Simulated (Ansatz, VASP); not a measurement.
# S: VASP beside Ansatz

```xyz
1
Lattice="-1.5410 1.5410 1.5410 1.5410 -1.5410 1.5410 1.5410 1.5410 -1.5410" Properties=species:S:1:pos:R:3 pbc="T T T"
S     0.0000    0.0000    0.0000
```

This isn't the form of S at room conditions, which is orthorhombic, of S8 rings.

Alike in both runs: task single point; functional LDA; k mesh 16 × 16 × 16; occupations fermi-dirac, width 0.08 eV; no spin polarisation.

|  | VASP | Ansatz |
| --- | --- | --- |
| version | VASP 6.6.1 | Ansatz 0.2.0 |
| potentials or method | VASP PAW LDA potentials, release 64 (S), cutoff 520 eV | all-electron LAPW, scalar-relativistic |

VASP gave:

| Property | Result |
| --- | --- |
| pressure (GPa) | 0.0 |

What did Ansatz give for the same quantities?

Pressure (GPa): 0.1.

Ansatz ran all-electron here, so the differences hold the error of VASP's frozen core and of both bases.
